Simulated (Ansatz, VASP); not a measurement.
# One calculation of HfN, two programs

INCAR

```
ALGO = Normal ; EDIFF = 1E-8
ENCUT = 520 ; GGA = PS
ISIF = 2 ; ISMEAR = -1
LASPH = T ; LCHARG = F
LEFG = T ; LREAL = F
LWAVE = F ; NBANDS = 14
NELM = 100 ; PREC = Accurate
SIGMA = 0.03
```

KPOINTS

```
k-points
0
Gamma
  10 10 10
```

Contents of POSCAR:

```
HfN
1.0
    0.0000000000      2.2590000000      2.2590000000
    2.2590000000      0.0000000000      2.2590000000
    2.2590000000      2.2590000000      0.0000000000
Hf N
1 1
Direct
    0.0000000000      0.0000000000      0.0000000000
    0.5000000000      0.5000000000      0.5000000000
```

Input for Ansatz:

```yaml
crystal:
  lattice:
    - [0.0, 2.259, 2.259]
    - [2.259, 0.0, 2.259]
    - [2.259, 2.259, 0.0]
  atoms:
    - { symbol: Hf, position: [0.0, 0.0, 0.0] }
    - { symbol: "N", position: [0.5, 0.5, 0.5] }
kpoints:
  mp_grid: { grid: [10, 10, 10] }
  band_path:
    path:
      - [0.0, 0.0, 0.0]
      - [0.5, 0.0, 0.5]
      - [0.625, 0.25, 0.625]
      - [0.375, 0.375, 0.75]
      - [0.0, 0.0, 0.0]
      - [0.5, 0.5, 0.5]
      - [0.5, 0.25, 0.75]
      - [0.5, 0.0, 0.5]
    npoints: 5
scf:
  occupations: { method: fermi_dirac, width: 0.03 }
hamiltonian:
  xc: pbesol
  pseudopotentials: { kind: paw }
output:
  forces: true
  stress: true
  eigenvalues: true
  efg: { contact_densities: true }
```

Alike in both runs: task electric field gradients; functional PBEsol; k mesh 10 × 10 × 10; occupations fermi-dirac, width 0.03 eV; no spin polarisation.

|  | VASP | Ansatz |
| --- | --- | --- |
| version | VASP 6.6.1 | Ansatz 0.2.0 |
| potentials or method | VASP PAW PBE potentials, release 64 (Hf_pv, N) | PAW with Ansatz's default frozen-core files, scalar-relativistic |
| plane-wave cutoff (eV) | 520 | 420 |
| valence electrons in the cell | 15 | 31 |

Ansatz gave:

```
pressure (GPa)                                                 : -3.0
Vzz of the field gradient on the site that differs most (V/Å²) : 0.0
```

What did VASP give for the same quantities?

Pressure (GPa): -5.2; Vzz of the field gradient on the site that differs most (V/Å²): 0.0.

The two sets of potentials don't hold the same shells in valence. Ansatz warned: «gradients_without_spin_orbit».

Caveats: the PAW data sets were made with another functional, which shifts forces and pressure a little (VASP). Spin-orbit coupling is left out, which matters for the levels of Hf.
